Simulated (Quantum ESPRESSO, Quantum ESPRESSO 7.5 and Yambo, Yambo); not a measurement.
## Quasiparticle gap of RbCl (Fm-3m) in Yambo

Wanted: ground state, empty states, screening and self-energy for RbCl (Fm-3m).

Method: PBE and many-body steps on it, plane waves, in Quantum ESPRESSO 7.5 and Yambo 5.3.0.

This is a report of a sequence of runs, with most program output left out.

### Step 1. Starting point

It takes space group Fm-3m (No. 225, cubic). The conventional cell has a = 6.579 Å, b = 6.579 Å, c = 6.579 Å, α = 90.00°, β = 90.00°, γ = 90.00°. Nearest to Rb lie 6 Cl at 3.29 Å. Nearest to Cl lie 6 Rb at 3.29 Å. Farther neighbours and most contacts between anions are not listed.

The cell and positions come from the Crystallography Open Database and are kept as given unless a step says otherwise.

### Step 2. Ground state

This step: Quantum ESPRESSO 7.5; DFT, PBE, plane waves, norm-conserving pseudopotentials.

The ground-state density comes first.

The input, pw.in:

```
&control
  calculation = 'scf'
  prefix = 'x'
  outdir = 'o'
  pseudo_dir = 'pseudo'
/
&system
  ibrav = 0
  nat = 2
  ntyp = 2
  ecutwfc = 50.0
  nbnd = 13
  force_symmorphic = .true.
/
&electrons
  conv_thr = 1e-10
  electron_maxstep = 80
  mixing_beta = 0.5
/
ATOMIC_SPECIES
  Rb 85.468 Rb.upf
  Cl 35.45 Cl.upf
CELL_PARAMETERS angstrom
  -0.0000000000 3.2895000000 3.2895000000
  3.2895000000 -0.0000000000 3.2895000000
  3.2895000000 3.2895000000 -0.0000000000
ATOMIC_POSITIONS crystal
  Rb 0.0000000000 0.0000000000 0.0000000000
  Cl 0.5000000000 0.5000000000 0.5000000000
K_POINTS automatic
  6 6 6 0 0 0
```

On the command line:

```
OMP_NUM_THREADS=1 mpirun -n 4 pw.x -nk 4 -in pw.in > pw.out
```

The job ended after 3.4 s (4 MPI ranks of Arm Neoverse V2, shared host; peak memory 0.23 GiB).

Numbers from this step:

* total energy: -1186.9093 eV
* gap: 5.003 eV
* k of the valence top: 0, 0, 0
* k of the conduction bottom: 0, 0, 0
* least direct gap: 5.003 eV

The gap is direct, at Γ.

### Step 3. Bands along the symmetry lines

The cheap functional maps the bands first; the places of the edges decide which points the dearer methods must see.

The input, pw.in:

```
&control
  calculation = 'bands'
  prefix = 'x'
  outdir = 'o'
  pseudo_dir = 'pseudo'
/
&system
  ibrav = 0
  nat = 2
  ntyp = 2
  ecutwfc = 50.0
  nbnd = 14
  force_symmorphic = .true.
/
&electrons
  conv_thr = 1e-9
  electron_maxstep = 80
  diago_full_acc = .true.
  diago_thr_init = 5e-6
/
ATOMIC_SPECIES
  Rb 85.468 Rb.upf
  Cl 35.45 Cl.upf
CELL_PARAMETERS angstrom
  -0.0000000000 3.2895000000 3.2895000000
  3.2895000000 -0.0000000000 3.2895000000
  3.2895000000 3.2895000000 -0.0000000000
ATOMIC_POSITIONS crystal
  Rb 0.0000000000 0.0000000000 0.0000000000
  Cl 0.5000000000 0.5000000000 0.5000000000
K_POINTS crystal
  50
  0.00000000 0.00000000 0.00000000 1
  0.06250000 0.00000000 0.06250000 1
  0.12500000 0.00000000 0.12500000 1
  0.18750000 0.00000000 0.18750000 1
  0.25000000 0.00000000 0.25000000 1
  0.31250000 0.00000000 0.31250000 1
  0.37500000 0.00000000 0.37500000 1
  0.43750000 0.00000000 0.43750000 1
  0.50000000 0.00000000 0.50000000 1
  0.51562500 0.03125000 0.51562500 1
  0.53125000 0.06250000 0.53125000 1
  0.54687500 0.09375000 0.54687500 1
  0.56250000 0.12500000 0.56250000 1
  0.57812500 0.15625000 0.57812500 1
  0.59375000 0.18750000 0.59375000 1
  0.60937500 0.21875000 0.60937500 1
  0.62500000 0.25000000 0.62500000 1
  0.37500000 0.37500000 0.75000000 1
  0.32812500 0.32812500 0.65625000 1
  0.28125000 0.28125000 0.56250000 1
  0.23437500 0.23437500 0.46875000 1
  0.18750000 0.18750000 0.37500000 1
  0.14062500 0.14062500 0.28125000 1
  0.09375000 0.09375000 0.18750000 1
  0.04687500 0.04687500 0.09375000 1
  0.00000000 0.00000000 0.00000000 1
  0.06250000 0.06250000 0.06250000 1
  0.12500000 0.12500000 0.12500000 1
  0.18750000 0.18750000 0.18750000 1
  0.25000000 0.25000000 0.25000000 1
  0.31250000 0.31250000 0.31250000 1
  0.37500000 0.37500000 0.37500000 1
  0.43750000 0.43750000 0.43750000 1
  0.50000000 0.50000000 0.50000000 1
  0.50000000 0.46875000 0.53125000 1
  0.50000000 0.43750000 0.56250000 1
  0.50000000 0.40625000 0.59375000 1
  0.50000000 0.37500000 0.62500000 1
  0.50000000 0.34375000 0.65625000 1
  0.50000000 0.31250000 0.68750000 1
  0.50000000 0.28125000 0.71875000 1
  0.50000000 0.25000000 0.75000000 1
  0.50000000 0.21875000 0.71875000 1
  0.50000000 0.18750000 0.68750000 1
  0.50000000 0.15625000 0.65625000 1
  0.50000000 0.12500000 0.62500000 1
  0.50000000 0.09375000 0.59375000 1
  0.50000000 0.06250000 0.56250000 1
  0.50000000 0.03125000 0.53125000 1
  0.50000000 0.00000000 0.50000000 1
```

It took 3.9 s on 4 MPI ranks; peak memory 0.21 GiB.

This step gave:

| Item | Value |
| --- | --- |
| gap | 5.003 eV |
| k of the valence top | 0, 0, 0 |
| k of the conduction bottom | 0, 0, 0 |
| least direct gap | 5.003 eV |

The gap is 5.003 eV, as in the run before at this level.

Electronic bands along the path, in eV, zero at the top of the highest filled band; v1 is the highest filled band, c1 the lowest empty one:

```tsv
point	v4	v3	v2	v1	c1	c2	c3	c4
Γ	-7.97	0.00	0.00	0.00	5.00	7.99	7.99	7.99
halfway	-7.99	-0.53	-0.07	-0.07	6.37	6.89	9.43	9.50
X	-8.07	-0.32	-0.10	-0.10	6.21	8.07	9.72	10.04
halfway	-8.06	-0.31	-0.19	-0.14	6.41	8.33	9.36	10.20
U	-8.03	-0.40	-0.28	-0.22	6.95	8.71	9.06	9.75
jump to K	-8.03	-0.40	-0.28	-0.22	6.95	8.71	9.06	9.75
halfway	-7.95	-0.59	-0.27	-0.11	6.66	7.61	8.82	9.51
Γ	-7.97	0.00	0.00	0.00	5.00	7.99	7.99	7.99
halfway	-7.96	-0.48	-0.18	-0.18	6.27	7.77	8.74	8.74
L	-7.95	-0.86	-0.34	-0.34	7.75	7.98	10.16	10.16
halfway	-7.96	-0.65	-0.29	-0.29	7.73	7.86	9.74	9.90
W	-7.96	-0.44	-0.24	-0.24	7.67	7.67	9.34	9.37
halfway	-8.02	-0.30	-0.27	-0.15	6.61	8.53	8.99	10.05
X	-8.07	-0.32	-0.10	-0.10	6.21	8.07	9.72	10.04
```

### Step 4. Empty states on the mesh, 4×4×4 mesh, 169 bands

The sums over transitions need many empty states on a uniform mesh; this step solves for them.

The input, pw.in:

```
&control
  calculation = 'nscf'
  prefix = 'x'
  outdir = 'o'
  pseudo_dir = 'pseudo'
/
&system
  ibrav = 0
  nat = 2
  ntyp = 2
  ecutwfc = 50.0
  nbnd = 169
  force_symmorphic = .true.
/
&electrons
  conv_thr = 1e-9
  electron_maxstep = 80
  diago_full_acc = .true.
  diago_thr_init = 5e-6
/
ATOMIC_SPECIES
  Rb 85.468 Rb.upf
  Cl 35.45 Cl.upf
CELL_PARAMETERS angstrom
  -0.0000000000 3.2895000000 3.2895000000
  3.2895000000 -0.0000000000 3.2895000000
  3.2895000000 3.2895000000 -0.0000000000
ATOMIC_POSITIONS crystal
  Rb 0.0000000000 0.0000000000 0.0000000000
  Cl 0.5000000000 0.5000000000 0.5000000000
K_POINTS automatic
  4 4 4 0 0 0
```

Wall time 9.7 s (4 MPI ranks); peak memory 0.36 GiB.

This step gave:

* gap: 5.003 eV
* k of the valence top: 0, 0, 0
* k of the conduction bottom: 0, 0, 0
* least direct gap: 5.003 eV
* k points computed: 8
* lowest point of the top converged band, above the valence top: 94.4800 eV

On this mesh the gap is 5.003 eV.

### Step 5. Conversion and set-up

This step: Yambo 5.3.0; conversion and set-up on PBE, plane waves, norm-conserving pseudopotentials.

The states are converted to the many-body program's format and the q mesh is built.

On the command line:

```
(cd o/x.save; p2y > p2y.log; mv SAVE ../..); yambo > setup.log
```

Elapsed: 2.9 s, on 1 MPI rank; peak memory 0.24 GiB.

### Step 6. Screening and self-energy, 4×4×4 mesh, 169 bands, screening to 163.3 eV

G0W0 replaces the xc potential by the self-energy, built once from these orbitals. Only a window of levels is corrected, while the sums run over the empty bands that the input names.

This step: G0W0 on PBE, plane waves, norm-conserving pseudopotentials.

The input, gw1.in:

```
HF_and_locXC
gw0
dyson
ppa
em1d
rim_cut
RandQpts= 1000000
RandGvec= 1 RL
EXXRLvcs= 50 Ry
VXCRLvcs= 200 Ry
Chimod= "HARTREE"
% BndsRnXp
 1 | 169 |
%
NGsBlkXp= 12 Ry
% LongDrXp
 1 | 1 | 1 |
%
% GbndRnge
 1 | 169 |
%
DysSolver= "n"
ExtendOut
PPAPntXp= 27.21138 eV
% QPkrange
 1 | 1 | 7 | 10 |
%
```

On the command line:

```
OMP_NUM_THREADS=1 mpirun -n 4 yambo -F gw1.in -J gw1 -C gw1 > gw1.log
```

It took 95 s on 4 MPI ranks; peak memory 1.5 GiB; 6.2 min of CPU time.

This step gave:

| Property | Result |
| --- | --- |
| G0W0 gap on the points computed | 7.809 eV |
| starting gap on the mesh | 5.003 eV |
| k of the valence top | 0, 0, 0 |
| k of the conduction bottom | 0, 0, 0 |
| least direct G0W0 gap on the computed points | 7.809 eV |
| Z at the valence top | 0.8085 |
| Z at the conduction bottom | 0.8811 |

The gap on the mesh goes from 5.00 eV to 7.81 eV, a correction of +2.81 eV.

Limits: finite bands, cutoff and mesh; no spin-orbit coupling. v1 is the top filled band, c1 the lowest empty one. Levels before and after the correction, in eV, zero at the valence-band top of each column:

```tsv
	conduction bottom	valence top
Kohn-Sham	5.00	0.00
G0W0	7.81	0.00
```

```tsv
	level	energy (eV)
Kohn-Sham	Γ v2-v1	0.000
Kohn-Sham	Γ c1	5.003
Kohn-Sham	Γ c2	7.987
G0W0	Γ v2-v1	0.000
G0W0	Γ c1	7.809
G0W0	Γ c2	11.400
```

### Step 7. Where the time went

Times are wall times on the hardware named with each run, good to a factor of about two.

```tsv
step	time	share	memory (GiB)
ground state	3.4 s	3 %	0.23
bands along the symmetry lines	3.9 s	3 %	0.21
empty states on the mesh	9.7 s	8 %	0.36
conversion and set-up	2.9 s	3 %	0.24
screening and self-energy	95 s	83 %	1.5
```

### Step 8. What came out

* PBE gap: 5.00 eV, direct
* G0W0 gap on the mesh: 7.81 eV
* GW settings: 4×4×4 mesh, 169 bands, screening to 163.3 eV, Godby-Needs plasmon pole
* known limits: not at the basis limit; no spin-orbit coupling

**Reading.** G0W0 moves the gap on the mesh from 5.00 eV to 7.81 eV (+2.81 eV), with Z of 0.81 and 0.88 at the edges. Only 1 of the mesh's irreducible points was corrected, so a valley elsewhere could overtake. The dearest step here is «screening and self-energy». Bands and cutoff are finite, so the gap is not at the basis limit. The miss can reach some tenths of an eV and take either sign; the mesh is an error of its own. In the G0W0 run levels were corrected at 1 k point alone, so a gap called «on the mesh» is the least over those, and an edge elsewhere would be missed. The many-body steps are scalar-relativistic: spin-orbit coupling is not in them.

[Paths, hosts, dates, memory and timing lines, banners, echoed tables and standing remarks are left out of the program output.]

[Logs are printed without paths, hosts, clocks, repeated set-up lines and the standing remarks that a program may print on its own settings, such as how far it seeks lower states.]

[Runs of the session that timed out or met a known fault of the program may be left out.]

[Hosts, paths, dates, database ids (printed as entryN), source tags and the programs' standing remarks are cut or masked in the printed files.]
